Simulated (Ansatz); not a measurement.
# SrO: the cost of one run

Method: DFT LDA, scalar-relativistic, plane waves, PAW, in Ansatz 0.2.0.

7 further runs of the same task are left out: 7 set aside as unsound or not needed.

### Step 1. Starting point

Symmetry: Fm-3m, No. 225, cubic system. The conventional cell has a = 5.140 Å, b = 5.140 Å, c = 5.140 Å, α = 90.00°, β = 90.00°, γ = 90.00°. Sr (site symmetry m-3m) has 6 O at 2.57 Å as nearest neighbours. O (site symmetry m-3m) is surrounded by 6 Sr at 2.57 Å.

As a file:

```cif
data_structure
_symmetry_space_group_name_H-M 'P 1'
_symmetry_Int_Tables_number 1
_cell_length_a 3.6342
_cell_length_b 3.6342
_cell_length_c 3.6342
_cell_angle_alpha 60.000
_cell_angle_beta 60.000
_cell_angle_gamma 60.000
_cell_volume 33.94
loop_
_atom_site_label
_atom_site_type_symbol
_atom_site_fract_x
_atom_site_fract_y
_atom_site_fract_z
_atom_site_occupancy
Sr1 Sr 0.00000 0.00000 0.00000 1
O1 O 0.50000 0.50000 0.50000 1
```

Source of the structure: the Crystallography Open Database.

### Step 6. The grid

The energy is mapped over two normal modes frozen in (zone-centre modes of the cell shown, which folds in the wave vector (0, 0, 1/2) of the primitive cell).

The axes are (1) amplitude of mode 6 (216 cm⁻¹), largest displacement: 7 values from −0.136 Å; (2) amplitude of mode 10 (286 cm⁻¹), largest displacement: 7 values from −0.250 Å.

Nothing else is relaxed (the cell and all other modes fixed). Energies count from the relaxed high-symmetry cell. Points are written as (first, second).

The patterns, per unit of each coordinate (Å):

| atom | x1 | y1 | z1 | x2 | y2 | z2 |
| --- | --- | --- | --- | --- | --- | --- |
| Sr1 | -0.183 | 0.000 | 0.000 | 0.000 | 0.000 | 0.000 |
| Sr2 | -0.183 | 0.000 | 0.000 | 0.000 | 0.000 | 0.000 |
| O3 | 1.000 | 0.000 | 0.000 | 0.778 | -0.603 | 0.175 |
| O4 | 1.000 | 0.000 | 0.000 | -0.778 | 0.603 | -0.175 |

(The set-up runs are not shown.)

### Step 7. Point (−0.045 Å, −0.250 Å)

File input.yaml:

```yaml
crystal:
  lattice:
    - [0.0, -2.532185003, -2.532185003]
    - [-2.532185003, 0.0, -2.532185003]
    - [2.532185003, 2.532185003, -5.0643700061]
  atoms:
    - { symbol: Sr, position: [0.0008166432, -0.0024499297, 0.0008166432] }
    - { symbol: Sr, position: [0.5008166432, 0.4975500703, 0.5008166432] }
    - { symbol: O, position: [0.6859483993, 0.840233174, 0.7455258692] }
    - { symbol: O, position: [0.3051067567, 0.1866013582, 0.2455292867] }
basis:
  ecutwfc: 520.0
kpoints:
  mp_grid: { grid: [9, 9, 8] }
hamiltonian:
  xc: lda
  pseudopotentials: { kind: paw }
scf:
  occupations: { method: gaussian, width: 0.05 }
output:
  forces: true
  stress: true
  eigenvalues: true
```

On the command line:

```console
$ ansatz run input.yaml --threads 1 --pin off --max-ram 2048MiB --backend cpu --events-out ev --progress --plain --runs-dir out
```

What time and memory should one allow on 1 thread of Arm Neoverse N1, shared host?

About 88 s, with a peak of 0.73 GiB.
